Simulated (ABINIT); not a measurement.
As: single point with PBE

Crystal: As.

```
As
1.0
     1.88080    1.08588    3.51406
    -1.88080    1.08588    3.51406
     0.00000   -2.17176    3.51406
As
2
Direct
  0.22600 0.22600 0.22600
  0.77400 0.77400 0.77400
```

- Program: ABINIT 10.8.3 (patched build)
- Task: single point
- Functional: PBE
- Potentials or basis: PseudoDojo NC SR PBE v0.4.1 standard
- Cutoff: 1088 eV
- k mesh: 7 × 7 × 7
- Occupations: fermi-dirac, width 0.05 eV
- Spin: no spin polarisation

| Quantity | Value |
| --- | --- |
| Pressure | 3.5 GPa |
| Largest force | 0.402 eV/Å |
| Band gap on the k mesh | none (metal or under the smearing width) |
| Valence electrons inside the program's atomic spheres | As 12.28 (radii [1.0584] Å) |

Forces on the atoms (eV/Å):
```
As   0.000  0.000  0.402
As   0.000  0.000 -0.402
```

Stress tensor (GPa, compression positive):
```
3.81 0.00 0.00
0.00 3.81 0.00
0.00 0.00 2.75
```

Levels at points of the mesh, in eV from the Fermi level:
```csv
k point,band 12,band 13,band 14,band 15,band 16,band 17,band 18,band 19
"(0.00, 0.00, 0.00)",-5.84,-2.51,-2.06,-2.06,1.60,2.88,2.88,6.90
```

Wall time 2.2 min on 1 thread of AMD EPYC 7R43 64-Core Processor (Zen 3) (shared host), peak memory 0.13 GiB.
